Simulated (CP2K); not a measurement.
TiO2 (Anatase):

```xyz
6
Lattice="5.4582 0.0000 0.0000 2.8346 4.6644 0.0000 -4.1464 -2.3322 2.6758" Properties=species:S:1:pos:R:3 pbc="T T T"
Ti    2.7291    0.0000    1.3379
Ti    0.0000    0.0000    0.0000
O     6.5671    3.6938    0.0000
O     1.0034   -0.9707    1.3379
O     4.4548    0.9707    1.3379
O     1.7257    0.9707    0.0000
```

Base run:

- Program: CP2K 2026.2
- Functional: PBE
- Potentials or basis: GTH_POTENTIALS Ti GTH-PBE-q12, O GTH-PBE-q6; DZVP-MOLOPT-SR-GTH basis
- Density cutoff: 8163 eV
- k mesh: 8 × 8 × 8
- Occupations: fermi-dirac, width 0.05 eV
- Spin: no spin polarisation
- Hubbard terms: Ti d U = 8.0 eV

Its results: band gap on the k mesh 3.12 eV, indirect (least direct gap 3.47 eV); largest force 0.083 eV/Å.

Q: The run is repeated on the same cell with these changes: hubbard terms from Ti d U = 8.0 eV to none. What comes out?

A: Band gap on the k mesh 2.07 eV, indirect (least direct gap 2.39 eV); largest force 0.100 eV/Å.

The U term pushes filled and empty states of the shell apart.

Caveats: the basis of atomic orbitals isn't converged, which shifts pressures, moduli and gaps; this program's U acts on Mulliken populations of all basis functions of the shell, so it isn't the U of plane-wave codes (some runs); energies scatter by some meV and the pressure isn't listed (some runs).

A k mesh can miss the band edges.
